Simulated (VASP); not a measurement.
Set up this calculation in VASP 6.6.1, as the native input.

```
Task                   : relaxation of cell and atoms
Functional             : r2SCAN
Potentials or basis    : VASP PAW PBE potentials, release 64 (Si, Mo_sv)
Cutoff                 : 600 eV
k mesh                 : 16 × 16 × 16
Occupations            : methfessel-paxton, width 0.1 eV
Spin                   : no spin polarisation
Further INCAR settings : ALGO = Normal; EDIFF = 1e-07; IBRION = 2; EDIFFG = -0.005; NSW = 90; ISIF = 3
```

The structure of Si2Mo lies in POSCAR:

```
Si2Mo                                   
1.0
   -1.6016435892      1.6016435892      3.9119346875
    1.6016435892     -1.6016435892      3.9119346875
    1.6016435892      1.6016435892     -3.9119346875
  Si              Mo            
     2     1
Direct
     0.3353100587964996    0.3353100587964996    0.0000000000000000
     0.6646899412035006    0.6646899412035006    0.0000000000000000
     0.0000000000000000    0.0000000000000000    0.0000000000000000
```

These files were run (other wordings do the same):

INCAR

```
SYSTEM = Si2Mo
PREC = Accurate ; ENCUT = 600
EDIFF = 1E-7 ; ISMEAR = 1
SIGMA = 0.1 ; LREAL = .False.
LASPH = .True. ; NELM = 80
ALGO = Normal ; ISIF = 3
LWAVE = .False. ; LCHARG = .False.
METAGGA = R2SCAN ; LMIXTAU = .True.
IBRION = 2 ; NSW = 90
EDIFFG = -0.005
```

KPOINTS

```
regular mesh
0
Gamma
  16 16 16
  0 0 0
```

Potentials or basis: VASP PAW PBE potentials, release 64 (Si, Mo_sv).

Run with:

```bash
$ cat potpaw_PBE.64/Si/POTCAR potpaw_PBE.64/Mo_sv/POTCAR > POTCAR
$ mpirun -np 1 vasp_std > vasp.out
```

Results of the run:

The energy gained by relaxing is 0.0 meV/atom, the ionic steps are 3 and the pressure after relaxing is 0.0 GPa. The band gap on the k mesh is none (metal or under the smearing width).

Caveat: the PAW data sets were made with another functional, which shifts forces and pressure a little.

Run time: 26 min on 1 thread of Intel(R) Xeon(R) Platinum 8488C (Sapphire Rapids), with other jobs on the host, peak memory 0.42 GiB.
